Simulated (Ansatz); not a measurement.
Al2Cu under changes of volume

One of the cells (16.242 Å³/atom); the others are scaled copies at fixed shape and fractional positions:

```
Cu Al
1.0
     4.10518    0.00000    0.00000
     0.00000    4.10518    0.00000
     0.00000    0.00000    2.89131
Cu Al
1 2
Cartesian
  0.0000 0.0000 0.0000
  0.0000 2.0526 1.4457
  2.0526 0.0000 1.4457
```

The cell comes from a database or a generator and needn't be the stable form of this composition.

| Property | Result |
| --- | --- |
| Program | Ansatz 0.2.0 |
| Functional | PBE |
| Potentials or basis | Ansatz PAW |
| Cutoff | 420 eV (not typed: the program's choice for these potentials) |
| k mesh | 7 × 7 × 9 |
| Occupations | fermi-dirac, width 0.05 eV |
| Spin | no spin polarisation |

```csv
volume (Å³/atom),energy over the lowest point (meV/atom),pressure (GPa)
15.267,22.01,7.1
15.592,?,?
15.917,2.99,2.5
16.242,0.00,0.6
16.567,0.71,-1.2
16.892,4.71,-2.7
17.216,11.70,-4.1
```

What does the run at 15.592 Å³/atom give?

Energy over the lowest point 10.16 meV/atom; pressure 4.7 GPa.

Worked out: A Birch-Murnaghan fit of order 3 (a polynomial in V^(-2/3)) to the other rows has its minimum at 16.34 Å³/atom with B0 = V·E''(V) = 89 GPa and B' = 4.7 at fixed shape and positions, which overstates the stiffness. It gives 10.17 meV/atom at 15.592 Å³/atom, against the run's 10.16, and -dE/dV = 4.6 GPa, against 4.7.

Energies are extrapolated to zero smearing.
